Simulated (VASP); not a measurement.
# MgI2 (P-3m1) in VASP: settings compared, part 2 of 2

VASP 6.6.1. The steps go on from the part before.

**4. Relaxation of cell and atoms, PBEsol**

Input file INCAR:

```
SYSTEM = MgI2
ALGO = Normal
EDIFF = 1E-7
EDIFFG = -0.01
ENCUT = 600
GGA = PS
IBRION = 2
ISIF = 3
ISMEAR = 0
LASPH = .True.
LCHARG = .False.
LREAL = .False.
LWAVE = .False.
NELM = 80
NSW = 60
PREC = Accurate
SIGMA = 0.02
```

Input file KPOINTS:

```
k-points
0
Gamma
  8 8 4
  0 0 0
```

Input file POSCAR:

```
MgI2
1.0
    4.1400000000      0.0000000000      0.0000000000
   -2.0700000000      3.5853451717      0.0000000000
    0.0000000000      0.0000000000      6.8800000000
I Mg
2 1
Direct
    0.6666666667      0.3333333333      0.7500000000
    0.3333333333      0.6666666667      0.2500000000
    0.0000000000      0.0000000000      0.0000000000
```

Potentials or basis: VASP PAW PBE potentials, release 64 (I, Mg).

Started as:

```
$ cat potpaw_PBE.64/I/POTCAR potpaw_PBE.64/Mg/POTCAR > POTCAR
$ mpirun -np 1 vasp_std > vasp.out
```

OUTCAR:

```text
SYSTEM = MgI2
   EDIFF = 1E-7
   EDIFFG = -0.01
   ENCUT = 600
   GGA = PS
   IBRION = 2
   ISIF = 3
   ISMEAR = 0
   LASPH = .True.
   LREAL = .False.
   NELM = 80
   NSW = 60
   PREC = Accurate

 ion  position               nearest neighbor table
   1  0.667  0.333  0.750-   3 2.94   3 2.94   3 2.94
   2  0.333  0.667  0.250-   3 2.94   3 2.94   3 2.94
   3  0.000  0.000  0.000-   1 2.94   2 2.94   1 2.94   2 2.94   1 2.94   2 2.94

  LATTYP: Found a hexagonal cell.
 ALAT       =     4.1400000000
 C/A-ratio  =     1.6618357488

  Lattice vectors:

 A1 = (   4.1400000000,   0.0000000000,   0.0000000000)
 A2 = (  -2.0700000000,   3.5853451717,   0.0000000000)
 A3 = (   0.0000000000,   0.0000000000,   6.8800000000)

Analysis of symmetry for initial positions (statically):
=====================================================================
 Subroutine PRICEL returns:
 Original cell was already a primitive cell.

 Routine SETGRP: Setting up the symmetry group for a
 hexagonal supercell.

 Subroutine GETGRP returns: Found 12 space group operations
 (whereof 12 operations were pure point group operations)
 out of a pool of 24 trial point group operations.

The static configuration has the point symmetry D_3d.

Analysis of symmetry for dynamics (positions and initial velocities):
=====================================================================
 Subroutine PRICEL returns:
 Original cell was already a primitive cell.

 Routine SETGRP: Setting up the symmetry group for a
 hexagonal supercell.

 Subroutine GETGRP returns: Found 12 space group operations
 (whereof 12 operations were pure point group operations)
 out of a pool of 24 trial point group operations.

The dynamic configuration has the point symmetry D_3d.

 Subroutine INISYM returns: Found 12 space group operations
 (whereof 12 operations are pure point group operations),
 and found     1 'primitive' translations

----------------------------------------------------------------------------------------

                                     Primitive cell

  volume of cell :     102.1221

  direct lattice vectors                    reciprocal lattice vectors
     4.140000000  0.000000000  0.000000000     0.241545894  0.139456587  0.000000000
    -2.070000000  3.585345172  0.000000000     0.000000000  0.278913174  0.000000000
     0.000000000  0.000000000  6.880000000     0.000000000  0.000000000  0.145348837

  length of vectors
     4.140000000  4.140000000  6.880000000     0.278913174  0.278913174  0.145348837

  position of ions in fractional coordinates (direct lattice)
     0.666666667  0.333333333  0.750000000
     0.333333333  0.666666667  0.250000000
     0.000000000  0.000000000  0.000000000

  ion indices of the primitive-cell ions
   primitive index   ion index
                 1           1
                 2           2
                 3           3

----------------------------------------------------------------------------------------

 KPOINTS: k-points

Automatic generation of k-mesh.
 Grid dimensions read from file:
 generate k-points for:    8    8    4

 Generating k-lattice:

  Cartesian coordinates                     Fractional coordinates (reciprocal lattice)
     0.030193237  0.017432073  0.000000000     0.125000000 -0.000000000  0.000000000
[... 71 lines left out ...]
   NUPDOWN=      -1.0000    fix difference up-down
   EMIN   =  10.00;   EMAX   =-10.00  energy-range for DOS
   EFERMI =   0.00;   METHOD = LEGACY
   ISMEAR =     0;   SIGMA  =   0.02  broadening in eV -4-tet -1-fermi 0-gaus
   EFERMI_NEDOS =   21; number of points for ismear=-14 and -15
   IALGO  =     38    algorithm
   IMIX   =      4    mixing-type and parameters
     AMIX     =   0.40;   BMIX     =  1.00
     AMIX_MAG =   1.60;   BMIX_MAG =  1.00
  volume/ion in A,a.u.               =      34.04       229.72
  Fermi-wavevector in a.u.,A,eV,Ry     =   0.882555  1.667786 10.597613  0.778903
  Thomas-Fermi vector in A             =   2.003202
   LORBIT       =      0    0 simple, 1 ext, 2 COOP (PROOUT), +10 PAW based schemes
   GGA     = PS    functional components
   LHFCALC =     F    Hartree Fock is set to
   AEXX    =    0.0000 exact exchange contribution
   IVDW    =     0    specifies the selected vdW correction
   LEPSILON=     F    determine dielectric tensor
   LRPA    =     F    only Hartree local field effects (RPA)
 conjugate gradient relaxation of ions
 non-spin polarized calculation
 Gauss-broadening in eV      SIGMA  =   0.02
  energy-cutoff  :      600.00
  volume of cell :      102.12
 maximum number of plane-waves:      3436
 NGX is ok and might be reduce to    36
   NGX = 17   NGY = 17   NGZ = 27

--------------------------------------- Ionic step        1  -------------------------------------------

 number of electron      16.0000000 magnetization

 Free energy of the ion-electron system (eV)
  ---------------------------------------------------
  ext. energy  EPLUGINS =         0.00000000
  ---------------------------------------------------
  free energy    TOTEN  =        -8.40403289 eV

  energy without entropy =       -8.40403289  energy(sigma->0) =       -8.40403289

------------------------ aborting loop because EDIFF is reached ----------------------------------------

  FORCE on cell =-STRESS in cart. coord.  units (eV):
  Direction    XX          YY          ZZ          XY          YZ          ZX
  --------------------------------------------------------------------------------------
  -------------------------------------------------------------------------------------
  Total       -0.4445079     -0.4445079     -0.7259856      0.0000000      0.0000000      0.0000000
  in kB       -6.9738127     -6.9738127    -11.3898722      0.0000000      0.0000000      0.0000000
  external PRESSURE =      -8.4458325 kB  Pullay stress =       0.0000000 kB
[... 92 lines left out ...]
  FREE ENERGIE OF THE ION-ELECTRON SYSTEM (eV)
  ---------------------------------------------------
  free  energy   TOTEN  =        -8.4162929021 eV

  energy  without entropy=       -8.4162929021  energy(sigma->0) =       -8.41629290

[... ionic steps 4 to 10 ...]

--------------------------------------- Ionic step       11  -------------------------------------------

 number of electron      16.0000000 magnetization

------------------------ aborting loop because EDIFF is reached ----------------------------------------
[... 69 lines left out ...]
--------------------------------------- Ionic step       13  -------------------------------------------

 number of electron      16.0000000 magnetization

 Free energy of the ion-electron system (eV)
  ---------------------------------------------------
  ext. energy  EPLUGINS =         0.00000000
  ---------------------------------------------------
  free energy    TOTEN  =        -8.42352068 eV

  energy without entropy =       -8.42352068  energy(sigma->0) =       -8.42352068

 E-fermi :   2.1851     XC(G=0):  -8.3046

 val. band max:        2.0798344550   @ k =   0.0000   0.0000   0.0000
 cond. band min:       5.6126926256   @ k =   0.5000  -0.0000   0.2500
 fundamental gap:      3.5328581705
 Fermi energy:         2.1851374753

 k-point     1 :       0.0000    0.0000    0.0000
  band No.  band energies     occupation
      1     -10.0028      2.00000
      2      -9.3232      2.00000
      3      -1.4373      2.00000
      4       1.7180      2.00000
      5       1.7180      2.00000
      6       2.0084      2.00000
      7       2.0798      2.00000
      8       2.0798      2.00000
      9       5.7719      0.00000
     10       6.8324      0.00000
     11       8.8122      0.00000
     12       8.8122      0.00000
[... 331 lines left out ...]
 k-point    24 :       0.2500    0.2500    0.2500
  band No.  band energies     occupation
      1      -9.2705      2.00000
      2      -9.0744      2.00000
      3      -1.2072      2.00000
      4      -0.6659      2.00000
      5      -0.0594      2.00000
      6       0.5146      2.00000
      7       0.9157      2.00000
      8       1.5410      2.00000
      9       6.5398      0.00000
     10       7.9202      0.00000
     11       8.8567      0.00000
     12       9.2146      0.00000

 [... further k-points ...]

------------------------ aborting loop because EDIFF is reached ----------------------------------------

  FORCE on cell =-STRESS in cart. coord.  units (eV):
  Direction    XX          YY          ZZ          XY          YZ          ZX
  --------------------------------------------------------------------------------------
  -------------------------------------------------------------------------------------
  Total        0.0045535      0.0045535     -0.0174813     -0.0000000     -0.0000000     -0.0000000
  in kB        0.0704196      0.0704196     -0.2703454     -0.0000000     -0.0000000     -0.0000000
  external PRESSURE =      -0.0431687 kB  Pullay stress =       0.0000000 kB
[... 18 lines left out ...]
  FREE ENERGIE OF THE ION-ELECTRON SYSTEM (eV)
  ---------------------------------------------------
  free  energy   TOTEN  =        -8.4235206786 eV

  energy  without entropy=       -8.4235206786  energy(sigma->0) =       -8.42352068

 reached required accuracy - stopping structural energy minimisation
```

Run time: 6.1 min. Hardware: 1 thread of Intel Xeon Platinum 8488C (Sapphire Rapids), shared host; peak memory 0.31 GiB.

What came out:

```yaml
Free_energy: -8.4235 eV
Relaxed_volume: 34.53 Å³/atom
Relaxed_cell: a = 4.127 Å, b = 4.127 Å, c = 7.024 Å, α = 90.00°, β = 90.00°, γ = 120.00°
Space_group_after_relaxing_to_0.05_Å: P-3m1 (No. 164)
Energy_gained_by_relaxing: 6.5 meV/atom
Ionic_steps: 13
Pressure_after_relaxing: 0.0 GPa
Largest_force_after_relaxing: 0.007 eV/Å
Band_gap_on_the_k_mesh: 3.53 eV, indirect (least direct gap 3.69 eV)
```

Forces in eV/Å, atoms in the order of the input:
```
I    0.000  0.000  0.007
I    0.000  0.000 -0.007
Mg   0.000  0.000  0.000
```

Step by step:
```
step  energy change (eV)  largest force (eV/Å)  pressure (GPa)  volume (Å³)
   1              0.0000                0.2998           -0.84       102.12
   2             -0.0122                0.0985            0.15        99.49
   3             -0.0123                0.0922            0.17        99.41
   4             -0.0136                0.0772            0.14        99.79
   5             -0.0154                0.0408            0.04       100.71
   6             -0.0156                0.0261            0.01       101.09
   7             -0.0168                0.0212            0.00       101.45
   8             -0.0190                0.0095            0.02       102.50
   9             -0.0186                0.0077            0.10       104.56
  10             -0.0194                0.0024            0.06       103.49
  11             -0.0195                0.0015            0.05       103.36
  12             -0.0193                0.0247           -0.13       104.12
  13             -0.0195                0.0068            0.00       103.60
```

Final structure:
```
I Mg
1.0
     4.12689    0.00000    0.00000
    -2.06344    3.57399    0.00000
     0.00000    0.00000    7.02410
I Mg
2 1
Direct
  0.66667 0.33333 0.76219
  0.33333 0.66667 0.23781
  0.00000 0.00000 0.00000
```

Caveat: the PAW data sets were made with another functional, which shifts forces and pressure a little; spin-orbit coupling is left out, which moves the levels of the heavy elements; this functional lacks dispersion, which binds the layers, so the pressure and a relaxed spacing across them are unreliable. A k mesh can miss the band edges.

**5. Summary**

```tsv
level	potentials or basis	gap on the mesh (eV)	pressure (GPa)	relaxed volume (Å³/atom)
r2SCAN	VASP PAW PBE potentials, release 64 (I, Mg)	4.22	0.0	36.10
LDA	VASP PAW LDA potentials, release 64 (I, Mg)	3.34	0.0	32.06
PBEsol	VASP PAW PBE potentials, release 64 (I, Mg)	3.53	0.0	34.53
```

Alike in all rows: task relaxation of cell and atoms; no spin polarisation; cell relaxed; k mesh 8 × 8 × 4; cutoff (eV) 600; smearing gaussian 0.02 eV.

Caveats: spin-orbit coupling is left out, which moves the levels of the heavy elements; the PAW data sets were made with another functional, which shifts forces and pressure a little (some runs); this functional lacks dispersion, which binds the layers, so the pressure and a relaxed spacing across them are unreliable (some runs).

Absolute energies hang on the potentials; compare differences alone.
